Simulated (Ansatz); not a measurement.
GeTe (R3m, No. 160, 2 atoms in the cell) was calculated with r²SCAN0 (PAW; Ansatz, a quantum-chemistry and plane-wave program).

Run with plane-wave cutoff 520 eV, 8×8×8 k mesh, Fermi–Dirac smearing 0.01 eV, scalar-relativistic PAW data made under PBE.

Cell (relaxed with PBEsol):

```
CELL_PARAMETERS angstrom
      2.08106     1.20150     3.48839
     -2.08106     1.20150     3.48839
      0.00000    -2.40301     3.48839
ATOMIC_POSITIONS crystal
  Ge 0.99883 0.99883 0.99883
  Te 0.52218 0.52218 0.52218
```

### Question
What does this level give for the band gap, smallest direct gap on the k points sampled and Γ–Γ gap?

### Answer

- band gap: 1.15 eV
- smallest direct gap on the k points sampled: 1.20 eV
- Γ–Γ gap: 6.65 eV

Note: cell and atoms aren't relaxed at this level (largest force component 0.30 eV/Å, pressure 1.3 GPa).

Spin–orbit coupling is not included; with these elements it can move the gap by several tenths of an eV or more.

Computed values are for the static lattice.
